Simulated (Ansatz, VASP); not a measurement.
# One calculation of B, two programs

```
B
1.0
     1.61662    0.00000    0.00000
    -0.80831    1.40003    0.00000
     0.00000    0.00000    4.71147
B
2
Direct
  0.33333 0.66667 0.25000
  0.66667 0.33333 0.75000
```

Change from the starting cell: volume scaled by 0.6, LAPW.

Alike in both runs: task single point; functional PBEsol; k mesh 21 × 21 × 11; occupations fermi-dirac, width 0.08 eV; no spin polarisation.

|  | VASP | Ansatz |
| --- | --- | --- |
| version | VASP 6.6.1 | Ansatz 0.2.0 |
| potentials or method | VASP PAW PBE potentials, release 64 (B), cutoff 520 eV | all-electron LAPW, scalar-relativistic |

VASP gave:

```
pressure (GPa)                                  : 94.4
largest component of the traceless stress (GPa) : 0.58
```

What did Ansatz give for the same quantities?

Pressure (GPa): 93.5; largest component of the traceless stress (GPa): 0.23.

Ansatz ran all-electron here, so the differences hold the error of VASP's frozen core and of both bases.

Caveats: the cell as given lies far from equilibrium; so large a pressure means that the cell lies far from this level's equilibrium, or that cutoff or potentials fall short (VASP); the potentials were made for another functional, which shifts forces and pressure (VASP).
